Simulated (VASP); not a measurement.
Wanted: the native input for a VASP 6.6.1 run.

- Task: single point
- Functional: revPBE
- Potentials or basis: VASP PAW PBE potentials, release 64 (Dy)
- Cutoff: 520 eV
- k mesh: 5 × 5 × 3
- Occupations: fermi-dirac, width 0.1 eV
- Spin: collinear spin, typed start
- Starting moments: [4.676, 4.676] μB
- Dipole correction: no
- Further INCAR settings: ALGO = Normal; EDIFF = 1e-06; NBANDS = 31

The structure of Dy lies in POSCAR:

```
Dy
1.0
    3.7078674368      0.0000000000      0.0000000000
   -1.8539337184      3.2111073942      0.0000000000
    0.0000000000      0.0000000000      5.9865572497
Dy
2
Direct
    0.3333333333      0.6666666667      0.2500000000
    0.6666666667      0.3333333333      0.7500000000
```

These files were run (other wordings do the same):

INCAR

```
ALGO = Normal
EDIFF = 1E-6
ENCUT = 520
GGA = RE
ISIF = 2
ISMEAR = -1
ISPIN = 2
LASPH = T
LCHARG = F
LMAXMIX = 6
LORBIT = 11
LREAL = F
LWAVE = F
MAGMOM = 4.676 4.676
NBANDS = 31
NELM = 150
PREC = Accurate
SIGMA = 0.1
```

KPOINTS

```
k-points
0
Gamma
  5 5 3
```

Potentials or basis: VASP PAW PBE potentials, release 64 (Dy).

Launch:

```bash
$ cat potpaw_PBE.64/Dy/POTCAR > POTCAR
$ mpirun -np 1 vasp_std > vasp.out
```

Results of the run:

| Property | Result |
| --- | --- |
| Pressure | 0.2 GPa |
| Band gap on the k mesh | none (metal or under the smearing width) |
| Net moment | 9.87 μB per cell |
| Site moments | Dy +4.64 μB |
| Valence electrons inside the program's atomic spheres | Dy 17.73 |

Caveat: the k mesh is coarse (spacing up to 0.39 Å⁻¹), so the values aren't converged; the magnetic or orbital state may not be the lowest; the PAW data sets were made with another functional, which shifts forces and pressure a little; spin-orbit coupling is left out, which moves the levels of the heavy elements.

Wall time 54 s on 1 thread of Intel(R) Xeon(R) 6975P-C (Granite Rapids) (shared host), peak memory 0.23 GiB.
